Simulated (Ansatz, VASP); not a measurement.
**Al2O3 in VASP and in Ansatz**

```
Al O
1.0
     3.05882    0.00000    0.00000
    -1.52941    2.64902    0.00000
     0.00000    0.00000    7.37127
Al O
2 3
Direct
  0.00000 0.00000 0.27795
  0.00000 0.00000 0.72205
  0.33333 0.66667 0.19945
  0.66667 0.33333 0.80055
  0.00000 0.00000 0.50000
```

Alike in both runs: task single point; functional PBE; dispersion D3(BJ); k mesh 12 × 12 × 4; occupations gaussian, width 0.05 eV; no spin polarisation.

```csv
,VASP,Ansatz
version,VASP 6.6.1,Ansatz 0.2.0
potentials or method,"VASP PAW PBE potentials, release 64 (Al, O)","scalar-relativistic, plane waves, PAW"
plane-wave cutoff (eV),520,420
valence electrons in the cell,24,24
```

|  | VASP | Ansatz | Ansatz less VASP |
| --- | --- | --- | --- |
| gap on the k mesh at the Fermi level (eV) | 2.70 | 2.72 | +0.020 |
| least direct gap on the mesh (eV) | 2.70 | 2.72 | +0.020 |
| pressure (GPa) | -1.3 | -1.4 | -0.02 |
| largest component of the traceless stress (GPa) | 13.48 | 13.16 | -0.317 |
| rms of the force components (eV/Å) | 0.561 | 0.538 | -0.0221 |

Atom by atom the forces differ by 0.022 eV/Å (rms over components).

Caveats: forces of over 1 eV/Å show positions far from the minimum, so gaps and moduli don't describe the material at rest. Expect the measured gap to be larger: semilocal functionals such as PBE lack the derivative discontinuity. A k mesh can miss the band edges.
